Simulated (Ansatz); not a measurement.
# InP (F-43m) in Ansatz: equation of state

Aim: energy against volume of InP in PBE, for its equilibrium volume and stiffness.

Everything below comes from runs of Ansatz 0.2.0. Logs are shortened: lines on timing, memory, paths and dates and some standing lists are left out, and cuts for length are marked.

**The experiment to reproduce.**

A printed reference work, data compilation reports, for a bulk crystal of InP: bulk modulus 71 GPa.

The runs below are set against these values where they give the same quantity.

**1. The crystal as given**

Symmetry: F-43m, No. 216, cubic system. Conventional cell: a = 5.861 Å, b = 5.861 Å, c = 5.861 Å, α = 90.00°, β = 90.00°, γ = 90.00°. Around In (site symmetry -43m) lie 4 P at 2.54 Å. P (site symmetry -43m) has 4 In at 2.54 Å as nearest neighbours.

**2. Equation of state, PBE**

Potentials or basis: all-electron LAPW, scalar-relativistic.

This step only gathers the single runs of the series.

What came out:

```
Equilibrium volume                      : 26.45 Å³/atom
Bulk modulus                            : 60 GPa
Pressure derivative of the bulk modulus : 4.6
```

Energy against volume, from the lowest point:
| volume (Å³/atom) | energy (meV/atom) |
| --- | --- |
| 23.657 | 67.39 |
| 24.160 | 43.44 |
| 24.663 | 25.31 |
| 25.167 | 12.41 |
| 25.670 | 4.21 |
| 26.173 | 0.21 |
| 26.677 | 0.00 |

PBE usually gives volumes a little too large and moduli too small.

**3. Comparison with measurements**

Step 2. A measured bulk modulus of InP is 71 GPa (a printed reference work, data compilation); the calculated 60 GPa misses it by -16.0 %. The fit is for a static lattice scaled at fixed shape and fixed fractional positions.
